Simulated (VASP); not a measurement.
# ZnS: relaxation of cell and atoms with PBE

The system is ZnS.

```
CELL_PARAMETERS angstrom
0.00000 2.70200 2.70200
2.70200 0.00000 2.70200
2.70200 2.70200 0.00000
ATOMIC_POSITIONS crystal
Zn 0.25000 0.25000 0.25000
S 0.00000 0.00000 0.00000
```

| Item | Value |
| --- | --- |
| Program | VASP 6.6.1 |
| Task | relaxation of cell and atoms |
| Functional | PBE |
| Potentials or basis | VASP PAW PBE potentials, release 64 (Zn, S) |
| Cutoff | 520 eV |
| k mesh | 2 × 2 × 2 |
| Occupations | gaussian, width 0.02 eV |
| Spin | no spin polarisation |
| Further INCAR settings | ALGO = Fast; EDIFF = 1e-07; IBRION = 2; EDIFFG = -0.002; NSW = 80; ISIF = 3 |

```json
{"Relaxed volume": "21.82 Å³/atom", "Relaxed cell": "a = 3.952 Å, b = 3.952 Å, c = 3.952 Å, α = 60.00°, β = 60.00°, γ = 60.00°", "Space group after relaxing (to 0.05 Å)": "F-43m (No. 216)", "Energy gained by relaxing": "45.3 meV/atom", "Ionic steps": "5", "Pressure after relaxing": "0.0 GPa", "Band gap on the k mesh": "1.54 eV, direct"}
```

The path:
```
step  energy change (eV)  largest force (eV/Å)  pressure (GPa)  volume (Å³)
   1              0.0000                0.0000            7.59        39.45
   2             -0.0831                0.0000           -1.73        45.03
   3             -0.0907                0.0000            0.06        43.63
   4             -0.0907                0.0000           -0.09        43.72
   5             -0.0907                0.0000           -0.01        43.64
```

Final structure:
```xyz
2
Lattice="0.0000 2.7944 2.7944 2.7944 0.0000 2.7944 2.7944 2.7944 0.0000" Properties=species:S:1:pos:R:3 pbc="T T T"
Zn    1.3972    1.3972    1.3972
S     0.0000    0.0000    0.0000
```

Levels at points of the mesh, in eV from the valence-band top:
| k point | band 7 | band 8 | band 9 | band 10 | band 11 | band 12 |
| --- | --- | --- | --- | --- | --- | --- |
| (0.00, 0.00, 0.00) | 0.00 | 0.00 | 0.00 | 1.54 | 6.20 | 6.20 |
| (0.50, 0.00, 0.00) | -4.79 | -0.75 | -0.75 | 2.91 | 6.73 | 6.73 |
| (0.50, 0.50, 0.00) | -4.36 | -1.93 | -1.93 | 3.41 | 3.85 | 10.32 |

Run time: 14 s on 1 thread of Intel(R) Xeon(R) Platinum 8488C (Sapphire Rapids) (shared host), peak memory 0.15 GiB.

Caveat: the k mesh is coarse (spacing up to 1.01 Å⁻¹), so the values aren't converged; the volume moved by +11 % from the deposited cell, more than functionals usually miss. PBE usually gives volumes a little too large and moduli too small.
